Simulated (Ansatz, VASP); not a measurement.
# CdTe (CdTe(110)): VASP beside Ansatz, part 3 of 3

Aim: how closely do two programs agree when they are given the same cell, functional and k mesh?  The structure shown is the end of the VASP relaxation below.

VASP 6.6.1 and Ansatz 0.2.0.

So far: Starting point; VASP: relaxation, PBE; Ansatz: single point, PBE; Comparison; Ansatz: band structure, PBE.

**6. VASP: band structure, PBE**

Level of this step: PBE; plane waves and PAW (Cd, Te) (VASP).

The same cell, functional, mesh and smearing now go to VASP, with its own data sets and cutoff.

Contents of INCAR:

```
SYSTEM = CdTe
PREC = Normal
ENCUT = 320
EDIFF = 1E-06
NELM = 120
ISMEAR = 0
SIGMA = 0.03
LREAL = Auto
ALGO = Fast
GGA = PE
NBANDS = 100
LORBIT = 11
LWAVE = .FALSE.
LCHARG = .TRUE.
KPAR = 2
IDIPOL = 3
LDIPOL = .TRUE.
DIPOL = 0.5 0.5 0.5
LVHAR = .TRUE.
LVACPOTAV = .TRUE.
NEDOS = 1500
```

Contents of POSCAR:

```
CdTe
1.0
    4.6740784271      0.0000000000      0.0000000000
    0.0000000000      6.6101451032      0.0000000000
    0.0000000000      0.0000000000     34.6963137084
Cd Te
9 9
Direct
    0.0000000000      0.0592250298      0.2455858734
    0.5000000000      0.4815790023      0.2924882986
    0.0000000000      0.9906130204      0.3654418070
    0.5000000000      0.4906615834      0.4312382181
    0.0000000000      0.9950488611      0.5000000000
    0.5000000000      0.4906615834      0.5687617819
    0.0000000000      0.9906130204      0.6345581930
    0.5000000000      0.4815790023      0.7075117014
    0.0000000000      0.0592250298      0.7544141266
    0.0000000000      0.7357971994      0.2980296404
    0.5000000000      0.2606327474      0.2223417032
    0.0000000000      0.7419593240      0.4326866292
    0.5000000000      0.2440630582      0.3631152870
    0.0000000000      0.7419593240      0.5673133708
    0.5000000000      0.2458892090      0.5000000000
    0.0000000000      0.7357971994      0.7019703596
    0.5000000000      0.2440630582      0.6368847130
    0.5000000000      0.2606327474      0.7776582968
```

Contents of KPOINTS:

```
Automatic mesh
0
Gamma
5 4 1
0 0 0
```

Contents of KPOINTS_OPT:

```
Line mode
14
Line-mode
Reciprocal
  0.00000000   0.00000000   0.00000000 GAMMA
  0.50000000   0.00000000   0.00000000 X

  0.50000000   0.00000000   0.00000000 X
  0.50000000   0.50000000   0.00000000 S

  0.50000000   0.50000000   0.00000000 S
  0.00000000   0.50000000   0.00000000 Y

  0.00000000   0.50000000   0.00000000 Y
  0.00000000   0.00000000   0.00000000 GAMMA

  0.00000000   0.00000000   0.00000000 GAMMA
  0.50000000   0.50000000   0.00000000 S
```

The projector-augmented-wave data sets are Cd and Te (PBE family, release 64).

Launch:

```bash
$ mpirun -np 4 vasp_std
```

Numbers of over 12 decimals in the logs are rounded to 6 here.

The program printed:

```text
[banner, memory and clock lines left out]
running    4 mpi-ranks, on    1 nodes
[...]
LDA part: xc-table for (Slater+PW92), standard interpolation
 POSCAR, INCAR and KPOINTS ok, starting setup
[...]
entering main loop
       N       E                     dE             d eps       ncg     rms          rms(c)
DAV:   1     0.950785402718E+03    0.95079E+03   -0.50890E+04  1808   0.894E+02
DAV:   2     0.280173669809E+02   -0.92277E+03   -0.89254E+03  2116   0.256E+02
DAV:   3    -0.428157932215E+02   -0.70833E+02   -0.70263E+02  2052   0.713E+01
DAV:   4    -0.448316304577E+02   -0.20158E+01   -0.20119E+01  2200   0.110E+01
[...]
RMM:  18    -0.424873494136E+02   -0.45411E-05   -0.52156E-07  1111   0.139E-03    0.173E-03
RMM:  19    -0.424873527990E+02   -0.33854E-05   -0.26811E-07  1030   0.102E-03    0.489E-04
RMM:  20    -0.424873536730E+02   -0.87394E-06   -0.53282E-08   652   0.656E-04
|                                                                             |
[...]
|                                                                             |

   1 F= -.42487354E+02 E0= -.42487354E+02  d E =-.160470E-11
 Start KPOINTS_OPT (optional k-point list driver)
k-point batch [1-9\70]
       N       E                     dE             ncg
DAV:   1    -0.161616592891E+04   -0.74321E+04     1856
DAV:   2    -0.973851993276E+04   -0.81224E+04     2076
DAV:   3    -0.103323940371E+05   -0.59387E+03     2068
DAV:   4    -0.103499510133E+05   -0.17557E+02     2184
[...]
DAV:   8    -0.103504630740E+05   -0.30964E-04     2112
DAV:   9    -0.103504630755E+05   -0.14752E-05     1432
DAV:  10    -0.103504630756E+05   -0.94642E-07     1160
[...]
k-point batch [64-70\70]
       N       E                     dE             ncg
DAV:   1     0.103488735309E+04   -0.21547E+05     1512
DAV:   2    -0.508872799857E+04   -0.61236E+04     1628
DAV:   3    -0.551167451738E+04   -0.42295E+03     1592
DAV:   4    -0.552327918513E+04   -0.11605E+02     1752
DAV:   5    -0.552356876720E+04   -0.28958E+00     1624
DAV:   6    -0.552358247077E+04   -0.13704E-01     1808
DAV:   7    -0.552358283219E+04   -0.36142E-03     1680
DAV:   8    -0.552358284759E+04   -0.15403E-04     1592
DAV:   9    -0.552358284833E+04   -0.74135E-06     1120
```

Parts of OUTCAR (step 6):

```text
  Total       -1.1392088     -0.7896951     -0.8967507      0.0000000      0.0000000      0.0000000
  in kB       -1.7026429     -1.1802655     -1.3402691      0.0000000      0.0000000      0.0000000
  external PRESSURE =      -1.4077259 kB  Pullay stress =       0.0000000 kB

 POSITION                                       TOTAL-FORCE (eV/Angst)
 -----------------------------------------------------------------------------------
      0.00000      0.39149      8.52092         0.000000     -0.000320     -0.005868
      2.33704      3.18331     10.14827        -0.000000      0.011697      0.013858
      0.00000      6.54810     12.67948        -0.000000      0.006296      0.004563
      2.33704      3.24334     14.96238        -0.000000     -0.005129      0.013203
      0.00000      6.57742     17.34816        -0.000000     -0.023007     -0.000000
      2.33704      3.24334     19.73394        -0.000000     -0.005129     -0.013203
      0.00000      6.54810     22.01683        -0.000000      0.006296     -0.004563
      2.33704      3.18331     24.54805        -0.000000      0.011697     -0.013858
      0.00000      0.39149     26.17539         0.000000     -0.000320      0.005868
      0.00000      4.86373     10.34053         0.000000      0.003475     -0.015851
      2.33704      1.72282      7.71444        -0.000000      0.001076      0.011161
      0.00000      4.90446     15.01263        -0.000000      0.000627     -0.005631
      2.33704      1.61329     12.59876        -0.000000     -0.008492     -0.014557
      0.00000      4.90446     19.68368        -0.000000      0.000627      0.005631
[...]
-----------------------------------------------------------------------------------
    total drift:                               -0.000000      0.079414     -0.000017

  FREE ENERGIE OF THE ION-ELECTRON SYSTEM (eV)
  ---------------------------------------------------
  free  energy   TOTEN  =       -42.4873536730 eV

  energy  without entropy=      -42.4873536730  energy(sigma->0) =      -42.48735367

[... 2 parts as in an earlier step ...]

[... 1 further part left out ...]
[key lines of the parts left out:]
E-fermi :  -0.8186
```

**7. Comparison**

The two programs side by side:

| quantity | Ansatz | VASP | difference |
| --- | --- | --- | --- |
| gap over the path points (eV) | 0.949 | 0.941 | +0.008 |

Levels at points of the path, from each program's valence-band top (eV; 4 filled, then empty):

| k (reciprocal lattice) | Ansatz | VASP |
| --- | --- | --- |
| 0.000 0.000 0.000 | -0.19 -0.12 -0.06 0.00 0.95 1.55 2.04 | -0.19 -0.12 -0.06 0.00 0.94 1.55 2.03 |
| 0.077 0.000 0.000 | -0.28 -0.28 -0.18 -0.15 1.25 1.76 2.21 | -0.28 -0.28 -0.18 -0.15 1.24 1.75 2.21 |
| 0.154 0.000 0.000 | -0.53 -0.50 -0.32 -0.24 1.71 2.13 2.54 | -0.53 -0.50 -0.32 -0.24 1.71 2.13 2.53 |
| 0.269 0.000 0.000 | -0.79 -0.77 -0.64 -0.36 2.29 2.57 2.76 | -0.79 -0.77 -0.64 -0.36 2.29 2.57 2.75 |
| 0.346 0.000 0.000 | -1.03 -0.92 -0.75 -0.48 2.50 2.55 2.63 | -1.03 -0.92 -0.75 -0.48 2.49 2.54 2.63 |
| 0.423 0.000 0.000 | -1.12 -0.95 -0.84 -0.63 2.36 2.37 2.74 | -1.13 -0.95 -0.83 -0.63 2.35 2.36 2.73 |
| 0.500 0.000 0.000 | -1.13 -0.88 -0.85 -0.75 2.29 2.32 2.70 | -1.13 -0.88 -0.86 -0.75 2.28 2.31 2.69 |
| 0.500 0.077 0.000 | -1.09 -0.87 -0.86 -0.75 2.32 2.33 2.75 | -1.09 -0.87 -0.86 -0.74 2.32 2.33 2.74 |
| 0.500 0.192 0.000 | -0.97 -0.86 -0.83 -0.73 2.40 2.45 2.67 | -0.98 -0.87 -0.82 -0.73 2.40 2.44 2.66 |
| 0.500 0.269 0.000 | -0.89 -0.87 -0.77 -0.71 2.32 2.44 2.45 | -0.89 -0.88 -0.77 -0.70 2.31 2.43 2.44 |

At this near-relaxed geometry the largest component of a force difference is 28 meV/Å. Among the levels compared (up to four filled and three empty ones at each point), filled levels agree within 4 meV and empty ones within 13 meV.

**8. Results**

| Item | Value |
| --- | --- |
| difference in gap on the k mesh (single point, PBE) | 0.0081 eV |
| r.m.s. force difference (single point, PBE) | 9.2 meV/Å |
| difference in gap over the path points (band structure, PBE) | 0.0082 eV |
| r.m.s. force difference (band structure, PBE) | 9.1 meV/Å |

What this shows: The r.m.s. force difference is 9.2 meV/Å (single point, PBE), within the 12 meV/Å picked in this series as the mark of a large difference. Differences of this kind measure data sets and numerical settings, not the functional's error against experiment.

[Lines on the potential files, build, host, timing and source positions are cut from VASP's logs without a mark.]

[Logs are printed without paths, hosts, clocks, repeated set-up lines and the standing remarks that a program may print on its own settings, such as how far it seeks lower states.]

[Hosts, paths, dates, database ids (printed as entryN), source tags and the programs' standing remarks are cut or masked in the printed files.]
